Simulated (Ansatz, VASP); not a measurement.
# CaSe in VASP and in Ansatz

```
Se Ca
1.0
     0.00000    2.95600    2.95600
     2.95600    0.00000    2.95600
     2.95600    2.95600    0.00000
Se Ca
1 1
Direct
  0.50000 0.50000 0.50000
  0.00000 0.00000 0.00000
```

Alike in both runs: task single point; functional PBEsol; k mesh 8 × 8 × 8; occupations fermi-dirac, width 0.05 eV; no spin polarisation.

|  | VASP | Ansatz |
| --- | --- | --- |
| version | VASP 6.6.1 | Ansatz 0.2.0 |
| potentials or method | VASP PAW PBE potentials, release 64 (Se, Ca_sv), cutoff 520 eV | all-electron LAPW, scalar-relativistic |

Ansatz gave:

* gap on the k mesh at the Fermi level (eV): 1.93
* least direct gap on the mesh (eV): 2.88
* pressure (GPa): -1.1

Problem. Which values does VASP return?

Solution. gap on the k mesh at the Fermi level (eV): 1.92; least direct gap on the mesh (eV): 2.87; pressure (GPa): -0.9.

Ansatz ran all-electron here, so the differences hold the error of VASP's frozen core and of both bases.

Caveats: the PAW data sets were made with another functional, which shifts forces and pressure a little (VASP). A k mesh can miss the band edges. As with any semilocal functional, this PBEsol gap is likely too small.
